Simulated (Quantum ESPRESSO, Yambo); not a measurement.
# A GW chain in Yambo: LiH (Fm-3m), part 3 of 3

Wanted: ground state, empty states, screening and self-energy for LiH (Fm-3m).

Quantum ESPRESSO 7.5 and Yambo 5.3.0; PBE and many-body steps on it, plane waves. Known limits of the many-body steps: not at the basis limit; coarse k mesh.

So far. Step 3 (Bands along the symmetry lines): The gap is 3.022 eV, as in the run before at this level. Step 4 (Empty states on the mesh, 4×4×4 mesh, 40 bands): On this mesh the gap is 3.022 eV.

The database entry behind the starting cell differs from later determinations by our own check (the deuteride, about 0.2 % short), so it need not match the best structure at ambient conditions.

## (6) Screening and self-energy, 4×4×4 mesh, 40 bands, screening to 129.3 eV

G0W0 replaces the xc potential by the self-energy, built once from these orbitals. Only a window of levels is corrected, while the sums run over the empty bands that the input names.

This step: G0W0 on PBE, plane waves, norm-conserving pseudopotentials.

gw1.in reads:

```
HF_and_locXC
gw0
dyson
ppa
em1d
rim_cut
RandQpts= 1000000
RandGvec= 1 RL
EXXRLvcs= 66 Ry
VXCRLvcs= 264 Ry
Chimod= "HARTREE"
% BndsRnXp
 1 | 40 |
%
NGsBlkXp= 9.5 Ry
% LongDrXp
 1 | 1 | 1 |
%
% GbndRnge
 1 | 40 |
%
DysSolver= "n"
ExtendOut
PPAPntXp= 27.21138 eV
% QPkrange
 1 | 8 | 1 | 6 |
%
```

Command:

```console
$ OMP_NUM_THREADS=1 mpirun -n 4 yambo -F gw1.in -J gw1 -C gw1 > gw1.log
```

What it wrote:

```text
 Yambo, version 5.3.0

 [02] CORE Variables Setup
 =========================

  [... cell, symmetries and grids as in the set-up ...]

  [02.05] Energies & Occupations
  ==============================

  [X] === General ===
  [X] Electronic Temperature                        :  0.000000  0.000000 [eV K]
  [X] Bosonic    Temperature                        :  0.000000  0.000000 [eV K]
  [X] Finite Temperature mode                       : no
  [X] El. density                                   :  0.23671E+24 [cm-3]
  [X] Fermi Level                                   :  0.392909 [eV]

  [X] === Gaps and Widths ===
  [X] Conduction Band Min                           :  3.022038 [eV]
  [X] Valence Band Max                              :  0.000000 [eV]
  [X] Filled Bands                                  :  2
  [X] Empty Bands                                   :    3   40
  [X] Direct Gap                                    :  3.022038 [eV]
  [X] Direct Gap localized at k                     :   7
  [X] Indirect Gap                                  :  3.022038 [eV]
  [X] Indirect Gap between kpts                     :   7   7
  [X] Last valence band width                       :  5.253734 [eV]
  [X] 1st conduction band width                     :  12.45368 [eV]

 [03] Transferred momenta grid and indexing
 ==========================================

 IBZ Q-points                                      :   8
 BZ  Q-points                                      :   64

 K/Q-points units:
 rlu = crystal or reduced units; cc = cartesian coordinates; iku = interal k-units

 Q [1]          [rlu]:  0.000000  0.000000  0.000000
 Q [2]          [rlu]:  0.25023E-16 -0.27323E-17  0.25000
 Q [3]          [rlu]: -0.97931E-17 -0.97931E-17 -0.50000
 Q [4]          [rlu]:  0.25254E-17  0.25000      0.25000
 Q [5]          [rlu]:  0.62764E-17  0.25000      0.50000
 Q [6]          [rlu]: -0.97931E-17  0.25000     -0.25000
 Q [7]          [rlu]: -0.50507E-17 -0.50000     -0.50000
 Q [8]          [rlu]:  0.250000 -0.500000 -0.250000

 [04] Coloumb potential Random Integration (RIM)
 ===============================================

  [04.01] RIM initialization
  ==========================

  * Diagonal components only detected *

  8 x (sBL volume)        :  0.271900 [a.u.]
  sBZ random points       :  1000000
  Points outside the sBZ  :   7987327
  RL volume               :  2.175203 [a.u.]
  Integrated volume       :  2.178654 [a.u.]

  [04.02] RIM integrals
  =====================

  Gamma point sphere radius             :  0.117513 [a.u.]
  Points outside the sphere             :   799513
  [Int_sBZ(q=0) 1/q^2]*(Vol_sBZ)^(-1/3) =:  7.764325
                                 should be <:  7.795600

  Summary of Coulomb integrals for non-metallic bands |Q|[au] RIM/Bare

  Q [1] 0.100000E-4 0.995988 * Q [2] 0.353439 1.066317
  Q [4] 0.408116 1.065091 * Q [6] 0.577163 1.027759
  Q [5] 0.676783 1.020584 * Q [3] 0.706877 1.018268
  Q [7] 0.816231 1.014689 * Q [8] 0.912574 1.011648

 [05] Dipoles
 ============

  [05.01] Setup: observables and procedures
  =========================================

 [06] Dynamic Dielectric Matrix (PPA)
 ====================================

 [WR./gw1//ndb.pp]---------------------------------------------------------------
  Brillouin Zone Q/K grids (IBZ/BZ)                :    8   64    8   64
  RL vectors                                       :  1411 [WF]
  Coulomb cutoff potential                         : none
  Electronic Temperature                           :  0.000000 [K]
  Bosonic    Temperature                           :  0.000000 [K]
  PPA    diel. fun.  energies                      : Perdew, Burke & Ernzerhof(X)+Perdew, Burke & Ernzerhof(C)
  wavefunctions                                    : Perdew, Burke & Ernzerhof(X)+Perdew, Burke & Ernzerhof(C)
  Global Gauge                                     : length
  X matrix size                                    :   65
  X band range                                     :    1   40
  X e/h energy range                               : -1.000000 -1.000000 [eV]
  X Time ordering                                  : R
  X Hxc Kernel                                     : HARTREE
  X Drude frequency                                :  0.000000  0.000000
  X poles                                          :  100.0000 [o/o]
  RL vectors in the sum                            :  1411
  [r,Vnl] included                                 : yes
  Field direction                                  :  0.577350E-5  0.577350E-5  0.577350E-5
  BZ energy Double Grid                            : no
  BZ energy DbGd points                            : 0
  BZ Q point size factor                           : -1.000000
  X Optical Averaged directions                    : none

 [07] Local Exchange-Correlation + Non-Local Fock
 ================================================

 [VXC] Plane waves :   8363
 [EXS] Plane waves :  1067

 QP @ state[ 1 ] K range:   1   8
 QP @ state[ 1 ] b range:   1   6

 [xc] Functional : Perdew, Burke & Ernzerhof(X)+Perdew, Burke & Ernzerhof(C)
 [xc] LIBXC used to calculate xc functional

 [xc] E_xc :  -2.053911 [Ha]
      E_xc :  -4.107821 [Ry]

  Local XC kind (lXC) : Perdew, Burke & Ernzerhof(X)+Perdew, Burke & Ernzerhof(C)
  Non-Local XC kind (nlXC) : Hartree-Fock

  Corrections @ K [1] :  [eV]
 <1|nlXC|1> = -39.57183 -0.66624E-17 <1|lXC|1> = -25.62472 -0.25352E-17
 <2|nlXC|2> = -15.46464  0.12397E-16 <2|lXC|2> = -9.916689 -0.37762E-15
 <3|nlXC|3> = -4.681090 -0.82843E-18 <3|lXC|3> = -11.72368  0.56656E-15
 <4|nlXC|4> = -2.441280 -0.17440E-17 <4|lXC|4> = -8.959286 -0.54071E-19
 <5|nlXC|5> = -2.440996  0.46415E-18 <5|lXC|5> = -8.959285  0.47184E-16
 <6|nlXC|6> = -2.441180 -0.61266E-18 <6|lXC|6> = -8.959285 -0.94399E-16

  Corrections @ K [2] :  [eV]
 <1|nlXC|1> = -39.59206  0.18926E-17 <1|lXC|1> = -25.65626  0.18817E-15
 <2|nlXC|2> = -14.83492  0.15821E-16 <2|lXC|2> = -9.897495 -0.37775E-15
 <3|nlXC|3> = -3.526096 -0.21062E-17 <3|lXC|3> = -8.852433 -0.23589E-16
 <4|nlXC|4> = -3.507607  0.57650E-17 <4|lXC|4> = -10.02072  0.11806E-15
[...]
Corrections @ K [3] :  [eV]
[...]
Corrections @ K [4] :  [eV]
[...]
Corrections @ K [5] :  [eV]
[...]
[... 2 further k-points ...]
  Corrections @ K [8] :  [eV]
[...]
<2|nlXC|2> = -14.39679 -0.15942E-16 <2|lXC|2> = -11.13085  0.16123E-20
 <3|nlXC|3> = -3.087609  0.14292E-17 <3|lXC|3> = -7.676847 -0.23603E-16
 <4|nlXC|4> = -3.088061 -0.62454E-17 <4|lXC|4> = -7.676847 -0.47204E-16
 <5|nlXC|5> = -3.345848  0.21967E-18 <5|lXC|5> = -8.899787 -0.47371E-16
 <6|nlXC|6> = -2.712515  0.27678E-19 <6|lXC|6> = -9.446452 -0.89543E-17

  [07.01] Hartree-Fock occupations report
  =======================================

  [Hartree-Fock] === General ===
  [Hartree-Fock] Electronic Temperature             :  0.000000  0.000000 [eV K]
  [Hartree-Fock] Bosonic    Temperature             :  0.000000  0.000000 [eV K]
  [Hartree-Fock] Finite Temperature mode            : no
  [Hartree-Fock] El. density                        :  0.23671E+24 [cm-3]
  [Hartree-Fock] Fermi Level                        :  0.392909 [eV]

  [Hartree-Fock] === Gaps and Widths ===
  [Hartree-Fock] Conduction Band Min                :  7.101303 [eV]
  [Hartree-Fock] Valence Band Max                   : -3.269375 [eV]
  [Hartree-Fock] Filled Bands                       :  2
  [Hartree-Fock] Empty Bands                        :    3   40
  [Hartree-Fock] Direct Gap                         :  10.37068 [eV]
  [Hartree-Fock] Direct Gap localized at k          :   7
  [Hartree-Fock] Indirect Gap                       :  10.37068 [eV]
  [Hartree-Fock] Indirect Gap between kpts          :   7   7
  [Hartree-Fock] Last valence band width            :  7.532314 [eV]
  [Hartree-Fock] 1st conduction band width          :  15.41700 [eV]

 [08] Dyson equation: Newton solver
 ==================================

  [08.01] G0W0 (W PPA)
  ====================

  [  GW  ] Bands range     :    1   40
  [GW/PPA] G damping       :  0.100000 [eV]

  QP @ state[ 1 ] K range:   1   8
  QP @ state[ 1 ] b range:   1   6

   Sc/G bands                                       :    1   40
   Sc/G damping                                     :  0.100000 ev
   Sc bands terminator                              : no
   Sx RL components                                 :  1067

   QP @ state[ 1 ] K range                          :   1   8
   QP @ state[ 1 ] b range                          :   1   6
   GF energies kind                                 : Perdew, Burke & Ernzerhof(X)+Perdew, Burke & Ernzerhof(C)
   GF WF`s kind                                     : Perdew, Burke & Ernzerhof(X)+Perdew, Burke & Ernzerhof(C)
   Xs energies kind                                 : Perdew, Burke & Ernzerhof(X)+Perdew, Burke & Ernzerhof(C)
   Xs WF`s kind                                     : Perdew, Burke & Ernzerhof(X)+Perdew, Burke & Ernzerhof(C)

 [11] Game Over & Game summary
```

Elapsed: 10 s, on 4 MPI ranks of Arm Neoverse V1, shared host; peak memory 1.1 GiB.

Numbers from this step:

| Property | Result |
| --- | --- |
| G0W0 gap on the mesh | 4.763 eV |
| starting gap on the mesh | 3.022 eV |
| k of the valence top | 0, -0.5, -0.5 |
| k of the conduction bottom | 0, -0.5, -0.5 |
| least direct G0W0 gap on the computed points | 4.763 eV |
| Z at the valence top | 0.7775 |
| Z at the conduction bottom | 0.8134 |

The gap on the mesh goes from 3.02 eV to 4.76 eV, a correction of +1.74 eV.

Limits: finite bands, cutoff and mesh; coarse k mesh. v1 is the top filled band, c1 the lowest empty one. Levels before and after the correction, in eV, zero at the valence-band top of each column:

|  | conduction bottom | valence top |
| --- | --- | --- |
| Kohn-Sham | 3.02 | 0.00 |
| G0W0 | 4.76 | 0.00 |

|  | level | energy (eV) |
| --- | --- | --- |
| Kohn-Sham | (0 -0.5 -0.5) v2 | -44.251 |
| Kohn-Sham | (0 -0.5 -0.5) v1 | 0.000 |
| Kohn-Sham | (0 -0.5 -0.5) c1 | 3.022 |
| Kohn-Sham | (0 -0.5 -0.5) c2-c3 | 10.588 |
| Kohn-Sham | (0 -0.5 -0.5) c4 | 13.703 |
| G0W0 | (0 -0.5 -0.5) v2 | -49.531 |
| G0W0 | (0 -0.5 -0.5) v1 | 0.000 |
| G0W0 | (0 -0.5 -0.5) c1 | 4.763 |
| G0W0 | (0 -0.5 -0.5) c2-c3 | 12.720 |
| G0W0 | (0 -0.5 -0.5) c4 | 15.048 |

## (7) Where the time went

Times are wall times on the hardware named with each run, good to a factor of about two.

| step | time | share | memory (GiB) |
| --- | --- | --- | --- |
| ground state | 1.4 s | 9 % | 0.05 |
| bands along the symmetry lines | 1.2 s | 8 % | 0.05 |
| empty states on the mesh | 1.1 s | 7 % | 0.05 |
| conversion and set-up | 1.7 s | 11 % | 0.23 |
| screening and self-energy | 10 s | 65 % | 1.1 |

## (8) What came out

| Property | Result |
| --- | --- |
| PBE gap | 3.02 eV, direct |
| G0W0 gap on the mesh | 4.76 eV |
| GW settings | 4×4×4 mesh, 40 bands, screening to 129.3 eV, Godby-Needs plasmon pole |
| known limits | not at the basis limit; coarse k mesh |

G0W0 moves the gap on the mesh from 3.02 eV to 4.76 eV (+1.74 eV), with Z of 0.78 and 0.81 at the edges. The dearest step here is «screening and self-energy». Bands and cutoff are finite, so the gap is not at the basis limit. The miss can reach some tenths of an eV and take either sign; the mesh is an error of its own. The 4×4×4 mesh is coarse for this cell, which bears on the long-range parts of exchange and screening.

[Paths, hosts, dates, memory and timing lines, banners, echoed tables and standing remarks are left out of the program output.]

[Logs are printed without paths, hosts, clocks, repeated set-up lines and the standing remarks that a program may print on its own settings, such as how far it seeks lower states.]

[Runs of the session that timed out or met a known fault of the program may be left out.]

[Hosts, paths, dates, database ids (printed as entryN), source tags and the programs' standing remarks are cut or masked in the printed files.]
